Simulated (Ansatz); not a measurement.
**What a change of settings does to a run on GaSb**

The cell is COD entry 9008847, as deposited and not checked against the literature; nothing was relaxed. It differs from other determinations.

First run: DFT, PBE, all-electron PAW with datasets made for the crystal, scalar-relativistic (Ansatz 0.2.0).

Command: `ansatz run input.yaml --threads 1 --pin off --max-ram 2048MiB --backend cpu --events-out ev --progress --plain --runs-dir out` The run took 23 s on 1 thread of Arm Neoverse V2, with other jobs on the host, peak memory 0.61 GiB.

```yaml
crystal:
  lattice:
    - [0.0, 3.059, 3.059]
    - [3.059, 0.0, 3.059]
    - [3.059, 3.059, 0.0]
  atoms:
    - { symbol: Ga, position: [0.0, 0.0, 0.0] }
    - { symbol: Sb, position: [0.75, 0.75, 0.75] }
kpoints:
  mp_grid: { grid: [12, 12, 12] }
  band_path:
    path:
      - [0.0, 0.0, 0.0]
      - [-0.5, -0.5, 0.0]
      - [-0.375, -0.375, 0.25]
      - [-0.375, 0.0, 0.375]
      - [0.0, 0.0, 0.0]
      - [0.0, 0.0, 0.5]
      - [-0.5, -0.25, 0.25]
      - [-0.5, -0.5, 0.0]
    npoints: 8
scf:
  occupations: { method: fermi_dirac, width: 0.08 }
hamiltonian:
  xc: pbe
  pseudopotentials: { kind: all_electron, datasets: crystal }
output:
  forces: true
  stress: true
  eigenvalues: true
  efg: { contact_densities: true }
```

Result: converged; pressure 2.34 GPa; gap on the k mesh 0.04 eV; 8 SCF iterations.

No spin–orbit coupling, which matters for the heavy atoms here.

The input is then changed:

```diff
@@ -8,5 +8,5 @@
     - { symbol: Sb, position: [0.75, 0.75, 0.75] }
 kpoints:
-  mp_grid: { grid: [12, 12, 12] }
+  mp_grid: { grid: [12, 12, 12], shift: [0.5, 0.5, 0.5] }
   band_path:
     path:
@@ -25,4 +25,5 @@
   xc: pbe
   pseudopotentials: { kind: all_electron, datasets: crystal }
+  dispersion: d4
 output:
   forces: true
@@ -30,3 +31,5 @@
   eigenvalues: true
   efg: { contact_densities: true }
+basis:
+  xc_grid: 3
```

(1) Predict the outcome of the changed run.

Answers

(1) It converged; pressure -0.17 GPa; gap on the k mesh 0.46 eV (the mesh can miss the band edges); 8 SCF iterations.
